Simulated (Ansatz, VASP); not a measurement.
This is a calculation of Sb (Antimony) for VASP 6.6.1. 

Contents of INCAR:

```
SYSTEM = Sb
ALGO = Normal
EDIFF = 1E-6
EDIFFG = -0.005
ENCUT = 600
IBRION = 2
ISIF = 3
ISMEAR = -1
LASPH = .TRUE.
LCHARG = .FALSE.
LMIXTAU = .TRUE.
LREAL = .FALSE.
LWAVE = .FALSE.
METAGGA = R2SCAN
NELM = 100
NSW = 60
PREC = Accurate
SIGMA = 0.05
```

Contents of KPOINTS:

```
k-points
0
G
  8 8 8
  0 0 0
```

POSCAR

```
Sb
1.0
    2.1542000000      1.2437279499      3.7580000000
   -2.1542000000      1.2437279499      3.7580000000
    0.0000000000     -2.4874558998      3.7580000000
Sb
2
Direct
    0.7665100000      0.7665100000      0.7665100000
    0.2334900000      0.2334900000      0.2334900000
```

Potentials or basis: VASP PAW PBE potentials, release 64 (Sb).

Command:

```console
$ cat potpaw_PBE.64/Sb/POTCAR > POTCAR
$ mpirun -np 1 vasp_std > vasp.out
```

Question: Translate it to Ansatz 0.2.0. Potentials or basis there: Ansatz PAW, cutoff 500 eV.

Answer: As run (cutoffs and basis follow the program's own potentials, and thresholds, step limits or extra output files can differ):

File input.yaml:

```yaml
crystal:
  lattice:
    - [2.1542, 1.2437279499, 3.758]
    - [-2.1542, 1.2437279499, 3.758]
    - [0.0, -2.4874558998, 3.758]
  atoms:
    - { symbol: Sb, position: [0.76651, 0.76651, 0.76651] }
    - { symbol: Sb, position: [0.23349, 0.23349, 0.23349] }
hamiltonian:
  xc: r2scan
  pseudopotentials: { kind: paw }
kpoints:
  mp_grid: { grid: [8, 8, 8] }
scf:
  occupations: { method: fermi_dirac, width: 0.05 }
output:
  forces: true
  stress: true
  eigenvalues: true
relax:
  f_tol: 0.01
  max_steps: 40
  cell: { stress_tol: 0.05 }
```

Potentials or basis: Ansatz PAW.

Run with:

```console
$ ansatz run input.yaml --threads 2 --pin off --max-ram 5632MiB --backend cpu --events-out ev --progress --plain --runs-dir out
```

Both were run:

|  | VASP | Ansatz |
| --- | --- | --- |
| Relaxed volume | 31.60 Å³/atom | 31.70 Å³/atom |
| Relaxed cell | a = 4.608 Å, b = 4.608 Å, c = 4.608 Å, α = 56.26°, β = 56.26°, γ = 56.26° | a = 4.626 Å, b = 4.626 Å, c = 4.626 Å, α = 55.94°, β = 55.94°, γ = 55.94° |
| Space group after relaxing | R-3m (No. 166) | R-3m (No. 166) |
| Pressure after relaxing | 0.0 GPa | 0.0 GPa |

Ansatz's pressure holds a Pulay term of +0.01 GPa for its cutoff of 500 eV, which the other run lacks.

The potentials hold 10 and 30 valence electrons a cell.

VASP's potentials were made for PBE. Ansatz's potentials were made for PBE.

Where Ansatz's input types no cutoff or centring, it takes its own default and a Γ-centred mesh.

Pressure is positive in compression.
